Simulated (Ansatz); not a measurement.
Nuclear-site quantities of Sb as the cell is scaled

```yaml
crystal:
  lattice:
    - [3.16000, 0.00000, 0.00000]
    - [0.00000, 3.16000, 0.00000]
    - [0.00000, 0.00000, 3.16000]
  atoms:
    - { symbol: Sb, position: [0.00000, 0.00000, 0.00000] }
```

Conventional cell: a = 3.160 Å, b = 3.160 Å, c = 3.160 Å, α = 90.00°, β = 90.00°, γ = 90.00°. Sb (atom 1) is surrounded by 6 Sb at 3.16 Å.

The cell is COD entry 9013008, as deposited and not checked against the literature; nothing was relaxed.

No spin–orbit coupling, which matters for the heavy atoms here.

All numbers below come from DFT, PBE, all-electron PAW with datasets made for the crystal, scalar-relativistic (Ansatz 0.2.0).

The runs use a Γ-centred 13×13×13 k mesh, Fermi–Dirac smearing of 0.05 eV, cutoff 140 eV (chosen by the program for this cell), no spin polarisation.

The contact density is the mean electron density over the nuclear volume; its changes set Mössbauer isomer shifts. Changes below are taken from the unscaled cell, where it is 1.35001e+06 e/Å³ at Sb.

```
V/V(cell)  P (GPa)  Δρ(0) Sb (e/Å³)
   0.9400      0.7            -3.80
   0.9405      0.6            -3.77
   0.9600     -0.5                ?
   0.9800     -1.6                ?
   0.9900     -2.0            -0.61
   1.0000     -2.5             0.00
   1.0100     -2.9             0.60
   1.0200     -3.3             1.18
   1.0400     -4.0                ?
   1.0600     -4.7             3.35
```

Q: Fill in "Δρ(0) Sb (e/Å³)" for the row "1.0400".

A: 2.30.

Q: Fill in "Δρ(0) Sb (e/Å³)" for the row "0.9800".

A: -1.24.

Q: What belongs in the row "0.9600", column "Δρ(0) Sb (e/Å³)"?

A: -2.51.

The datasets are made afresh for each cell, so very small changes are uncertain. Scalar relativity leaves out the p1/2 density at heavy nuclei.
